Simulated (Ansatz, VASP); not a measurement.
# MgI2 in VASP and in Ansatz

```
CELL_PARAMETERS angstrom
4.16183 0.00000 0.00000
-2.08091 3.60425 0.00000
0.00000 0.00000 7.72747
ATOMIC_POSITIONS crystal
Mg 0.00000 0.00000 0.00000
I 0.33333 0.66667 0.80507
I 0.66667 0.33333 0.19493
```

Alike in both runs: task single point; functional PBE; k mesh 6 × 6 × 4; occupations gaussian, width 0.05 eV; no spin polarisation.

|  | VASP | Ansatz |
| --- | --- | --- |
| version | VASP 6.6.1 | Ansatz 0.2.0 |
| potentials or method | VASP PAW PBE potentials, release 64 (Mg, I) | scalar-relativistic, plane waves, PAW |
| plane-wave cutoff (eV) | 520 | 520 |
| valence electrons in the cell | 16 | 44 |

|  | VASP | Ansatz | Ansatz less VASP |
| --- | --- | --- | --- |
| gap on the k mesh at the Fermi level (eV) | 3.77 | 3.79 | +0.017 |
| least direct gap on the mesh (eV) | 4.18 | 4.19 | +0.018 |
| pressure (GPa) | 3.3 | 3.3 | +0.04 |
| largest component of the traceless stress (GPa) | 0.94 | 0.93 | -0.009 |
| rms of the force components (eV/Å) | 0.482 | 0.486 | +0.0040 |

Atom by atom the forces differ by 0.004 eV/Å (rms over components). The two sets of potentials don't hold the same shells in valence.

Caveats: spin-orbit coupling is left out, which moves the levels of the heavy elements; this functional lacks dispersion, which binds the layers, so the pressure and a relaxed spacing across them are unreliable; forces of over 1 eV/Å show positions far from the minimum, so gaps and moduli don't describe the material at rest. A k mesh can miss the band edges.
